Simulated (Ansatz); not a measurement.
In, a slab with vacuum:

```xyz
7
Lattice="3.3638 0.0000 0.0000 -1.6819 2.9132 0.0000 0.0000 0.0000 31.1996" Properties=species:S:1:pos:R:3 pbc="T T T"
In    0.0000    1.9421    7.5000
In    0.0000    0.0000   10.1999
In    1.6819    0.9711   12.8999
In    0.0000    0.0000   15.5998
In    0.0000    1.9421   18.2997
In    0.0000    0.0000   20.9996
In    1.6819    0.9711   23.6996
```

The slab is cut from a database's or a generator's crystal, which needn't be the stable form of the element.

The cell isn't the ideal one: the (0 0 1) slab of In, cut from the database cell, not relaxed.

A run of Ansatz 0.2.0 on this cell left the log below. Logs are shortened: lines on timing, memory, paths and dates and some standing lists are left out, and cuts for length are marked.

```text
Warning: RAYON_NUM_THREADS=4 ignored (pool sized by the plan → 4); use --threads N
scf.n_extra_bands = 17 over 46 filled bands (N_el = 91.0): the run solves 63 bands
Engine: ansatz 0.2.0, aarch64-unknown-linux-gnu
Pseudopotentials: kind: paw
Pseudopotential: In, paw, valence charge 13, recommended cutoff 420 eV (normal), In.paw.azcp
Functional definition: PBE
  parameter kappa = 0.804
  parameter beta = 0.06672455060314922
  exchange = pbe_x(kappa = kappa, mu = beta*pi^2/3)
  correlation = pbe_c(beta = beta)
Crystal: 7 atoms, lattice volume = 305.739 Å³
Basis set: ecut = 420 eV, 6045 PW (Γ), exchange–correlation on 48×48×432 points (8 copies of the dense FFT grid, shifted against one another)
Bands: 63, of which v1, the nominal top of the filled ones, is band 46 counted from 1 (45 counted from 0)
[... 41 lines left out ...]
  E_vpaw       = -2090.911122  (= ΣTr[D̂ρ^β])
  E_aug_tail   = 0.000176  (compensation charges beyond the density's cutoff)
  E_efield     = 0.000000  (sawtooth field / dipole correction)
  E_vefield    = 0.000000  (∫n·V_field dr)
  E_ewald      = 23615.464559
  E_smearing   = -0.043595  (= −TS)
  E_closure    = 0.000000  (closes the sum)
  Σ components = -39184.447103   (vs F -39184.447103, Δ=0.00e0)
--- Forces (eV/Å), atoms counted from 1 ---
  atom   1  In     0.00000000    -0.00000000    -0.13253769
  atom   2  In     0.00000000    -0.00000000     0.14343935
  atom   3  In    -0.00000000     0.00000000    -0.08277975
  atom   4  In     0.00000000    -0.00000000     0.00000005
  atom   5  In     0.00000000    -0.00000000     0.08277983
  atom   6  In    -0.00000000     0.00000000    -0.14343928
  atom   7  In    -0.00000000     0.00000000     0.13253739
  max |Σ_I F_I| component: 9.32e-8 eV/Å
--- Band table (eV; the first three rows and the last of 12) ---
  k-point 0: bands = ["-10.0411", "-10.0401", "-10.0095", "-10.0022", "-9.9956", "-9.9803", "-9.9803", "-9.9762", "-9.9762", "-9.9480", "-9.9480", "-9.9434", "-9.9434", "-9.9375", "-9.9375", "-9.9351", "-9.9296", "-9.9073", "-9.9073", "-9.8877", "-9.8877", "-9.8354", "-9.8354", "-9.8193", "-9.8193", "-9.7893", "-9.7893", "-9.7624", "-9.7624", "-9.7273", "-9.7273", "-9.6805", "-9.6805", "-9.6433", "-9.6433", "-4.7012", "-4.4263", "-3.9424", "-3.2165", "-2.3311", "-1.2687", "-0.1192", "1.9068", "3.2869", "4.9223", "6.5628", "7.8282", "8.1934", "9.3346", "9.4687", "11.3804", "11.4251", "12.8265", "12.8265", "13.0410", "13.0410", "13.3995", "13.3995", "13.6785", "13.7615", "13.7615", "13.8675", "14.2394"]
  k-point 1: bands = ["-10.0325", "-10.0322", "-10.0054", "-10.0013", "-9.9933", "-9.9737", "-9.9730", "-9.9645", "-9.9545", "-9.9504", "-9.9495", "-9.9477", "-9.9218", "-9.9203", "-9.9192", "-9.9093", "-9.9078", "-9.8948", "-9.8856", "-9.8832", "-9.8623", "-9.8548", "-9.8408", "-9.8296", "-9.8158", "-9.7986", "-9.7889", "-9.7711", "-9.7618", "-9.7420", "-9.7248", "-9.6994", "-9.6784", "-9.6690", "-9.6409", "-4.4649", "-4.1889", "-3.7040", "-2.9782", "-2.0956", "-1.0400", "0.0941", "2.1692", "3.5240", "5.1429", "6.7713", "8.0365", "8.4095", "9.5318", "9.6783", "10.4425", "10.6978", "11.1385", "11.5434", "11.5942", "11.7324", "11.7895", "12.0033", "12.4583", "12.4634", "13.1059", "13.1306", "13.4832"]
  k-point 2: bands = ["-10.0668", "-10.0664", "-10.0340", "-10.0057", "-9.9950", "-9.9747", "-9.9720", "-9.9608", "-9.9440", "-9.9337", "-9.9286", "-9.9234", "-9.9157", "-9.8966", "-9.8922", "-9.8784", "-9.8759", "-9.8748", "-9.8577", "-9.8465", "-9.8254", "-9.8117", "-9.8067", "-9.8040", "-9.7996", "-9.7763", "-9.7744", "-9.7690", "-9.7491", "-9.7420", "-9.7294", "-9.7123", "-9.7095", "-9.6738", "-9.6354", "-3.7485", "-3.4708", "-2.9848", "-2.2614", "-1.3882", "-0.3527", "0.7399", "2.9319", "4.2139", "5.7657", "7.1638", "7.2972", "7.4544", "7.9810", "8.3398", "8.8619", "9.0433", "9.3361", "10.0806", "10.2579", "10.3237", "10.3959", "10.6230", "11.1056", "11.1313", "11.8553", "12.1292", "12.1822"]
  k-point 11: bands = ["-10.0530", "-10.0530", "-10.0335", "-10.0335", "-10.0074", "-9.9985", "-9.9634", "-9.9634", "-9.9511", "-9.8993", "-9.8993", "-9.8764", "-9.8711", "-9.8711", "-9.8556", "-9.8418", "-9.8418", "-9.8252", "-9.8183", "-9.8183", "-9.8125", "-9.7951", "-9.7951", "-9.7840", "-9.7684", "-9.7684", "-9.7501", "-9.7501", "-9.7065", "-9.7065", "-9.6816", "-9.6803", "-9.6537", "-9.6390", "-9.6390", "1.2917", "1.5375", "1.5780", "1.5780", "1.8614", "1.8614", "1.9122", "3.1869", "3.1869", "3.4890", "3.7508", "3.7508", "4.1631", "4.5329", "4.5329", "5.1653", "5.4027", "5.4027", "6.2686", "6.4110", "6.4110", "8.0651", "8.6368", "8.6368", "9.4295", "9.4295", "9.5104", "11.0891"]
```

Problem. What input gives this log?

Solution. Band structure with PBE, no spin polarisation. The files as run (others can give the same):

input.yaml
```yaml
crystal:
  lattice:
    - [3.363843863, 0.0, 0.0]
    - [-1.6819219315, 2.9131742397, 0.0]
    - [0.0, 0.0, 31.19956254]
  atoms:
    - { symbol: In, position: [0.33333333, 0.66666666, 0.2403879859] }
    - { symbol: In, position: [0.0, 0.0, 0.3269253239] }
    - { symbol: In, position: [0.66666667, 0.33333334, 0.413462662] }
    - { symbol: In, position: [0.0, 0.0, 0.5] }
    - { symbol: In, position: [0.33333333, 0.66666666, 0.586537338] }
    - { symbol: In, position: [0.0, 0.0, 0.6730746761] }
    - { symbol: In, position: [0.66666667, 0.33333334, 0.7596120141] }
hamiltonian:
  xc: pbe
  pseudopotentials: { kind: paw }
kpoints:
  mp_grid: { grid: [9, 9, 1] }
  band_path:
    path:
      - [0.0, 0.0, 0.0]
      - [0.5, 0.0, 0.0]
      - [0.3333333333, 0.3333333333, 0.0]
      - [0.0, 0.0, 0.0]
    npoints: 10
scf:
  occupations: { method: fermi_dirac, width: 0.05 }
  n_extra_bands: 17
output:
  forces: true
  eigenvalues: true
  fatbands: false
efield:
  axis: 3
  dipole_correction: true
  ramp_width: 0.04
```

Potentials or basis: Ansatz PAW.
Command:
```sh
$ ansatz run input.yaml --threads 4 --pin off --max-ram 11264MiB --backend cpu --events-out ev --progress --plain --runs-dir out
```

Caveat: spin-orbit coupling is left out, which moves the levels of the heavy elements.
